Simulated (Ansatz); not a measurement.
# Nb: single point with PBE

The system is Nb.

```
Nb
1.0
    -1.66395    1.66395    1.66395
     1.66395   -1.66395    1.66395
     1.66395    1.66395   -1.66395
Nb
1
Direct
  0.00000 0.00000 0.00000
```

```yaml
Program: Ansatz 0.2.0
Task: single point
Functional: PBE
Potentials_or_basis: Ansatz PAW
Cutoff: 600 eV
Density_cutoff: 2400 eV
k_mesh: 11 × 11 × 11
Occupations: fermi-dirac, width 0.05 eV
Spin: no spin polarisation
```

```json
{
  "Pressure": "-2.0 GPa",
  "Band gap on the k mesh": "none (metal or under the smearing width)"
}
```

Levels at points of the mesh, in eV from the Fermi level:
```csv
k point,band 2,band 3,band 4,band 5,band 6,band 7,band 8,band 9,band 10,band 11
"(0.00, 0.00, 0.00)",-29.70,-29.70,-29.70,-5.83,0.40,0.40,0.40,3.24,3.24,14.11
```

Run time: 0.43 s on 2 threads of Intel(R) Xeon(R) 6975P-C (Granite Rapids), with other jobs on the host, peak memory 0.35 GiB.
